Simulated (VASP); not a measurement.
**From an Ansatz input to VASP: KBr (strained rocksalt)**

Ansatz input

```yaml
crystal:
  lattice:
    - [-0.0140895907, 3.2881582294, 3.2881582294]
    - [3.2881582294, -0.0140895907, 3.2881582294]
    - [3.2881582294, 3.2881582294, -0.0140895907]
  atoms:
    - { symbol: K, position: [0.0, 0.0, 0.0] }
    - { symbol: Br, position: [0.5, 0.5, 0.5] }
kpoints:
  mp_grid: { grid: [6, 6, 6] }
  band_path:
    path:
      - [0.0, 0.0, 0.0]
      - [0.5, 0.0, 0.5]
      - [0.625, 0.25, 0.625]
      - [0.375, 0.375, 0.75]
      - [0.5, 0.5, 0.5]
      - [0.5, 0.25, 0.75]
    npoints: 1
hamiltonian:
  xc: r2scan
scf:
  occupations: { method: fixed }
  n_extra_bands: 4
output:
  forces: true
  stress: true
  eigenvalues: true
```

Q: Which VASP files do the same job?

A: 

INCAR

```
METAGGA = R2SCAN
EDIFF = 1E-7
LREAL = .FALSE.
LWAVE = .FALSE.
NSW = 0
ALGO = Normal
ENCUT = 520
IBRION = -1
ISMEAR = 0
ISIF = 2
NELM = 120
LCHARG = .FALSE.
PREC = Accurate
SIGMA = 0.01
LASPH = .TRUE.
NBANDS = 15
```

KPOINTS

```
KPOINTS created by Atomic Simulation Environment
0
Gamma
6 6 6
0 0 0
```

KPOINTS_OPT

```
special points
6
Reciprocal
0.0000000000 0.0000000000 0.0000000000 1
0.5000000000 0.0000000000 0.5000000000 1
0.6250000000 0.2500000000 0.6250000000 1
0.3750000000 0.3750000000 0.7500000000 1
0.5000000000 0.5000000000 0.5000000000 1
0.5000000000 0.2500000000 0.7500000000 1
```

POSCAR

```
K  Br
 1.0000000000000000
    -0.0140895907000000    3.2881582294000000    3.2881582294000000
     3.2881582294000000   -0.0140895907000000    3.2881582294000000
     3.2881582294000000    3.2881582294000000   -0.0140895907000000
 K   Br
   1   1
Cartesian
  0.0000000000000000  0.0000000000000000  0.0000000000000000
  3.2811134340499994  3.2811134340499994  3.2811134340499990
```

VASP ran with the recommended PBE PAW datasets (16 valence electrons in the cell). Other inputs would serve too.

```tsv
	Ansatz	VASP
gap between bands v and c	5.08 eV	5.08 eV
least direct gap	5.08 eV	5.08 eV
pressure	0.1 GPa	0.1 GPa
```

Datasets and cutoffs are each program's own. VASP's cell holds 16 valence electrons and Ansatz's 16. Ansatz's stress includes a Pulay correction; VASP's doesn't.
